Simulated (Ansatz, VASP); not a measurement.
**HfC in VASP and in Ansatz**

```
Hf C
1.0
     0.00000    2.34802    2.34802
     2.34802    0.00000    2.34802
     2.34802    2.34802    0.00000
Hf C
1 1
Direct
  0.50000 0.50000 0.50000
  0.00000 0.00000 0.00000
```

Change from the starting cell: volume scaled by 1.03, PAW files.

Alike in both runs: task electric field gradients; functional PBE; k mesh 12 × 12 × 12; occupations fermi-dirac, width 0.05 eV; no spin polarisation.

|  | VASP | Ansatz |
| --- | --- | --- |
| version | VASP 6.6.1 | Ansatz 0.2.0 |
| potentials or method | VASP PAW PBE potentials, release 64 (Hf_pv, C) | PAW with Ansatz's default frozen-core files, scalar-relativistic |
| plane-wave cutoff (eV) | 520 | 420 |
| valence electrons in the cell | 14 | 30 |

|  | VASP | Ansatz | Ansatz less VASP |
| --- | --- | --- | --- |
| pressure (GPa) | -7.1 | -6.3 | +0.73 |
| Vzz of the field gradient on the site that differs most (V/Å²) | 0.0 | 0.0 | 0.00 |

With one functional, cell and mesh, what is left measures potentials, basis and numerics. The two sets of potentials don't hold the same shells in valence. Ansatz warned: «gradients_without_spin_orbit».

Spin-orbit coupling is left out, which matters for the levels of Hf.
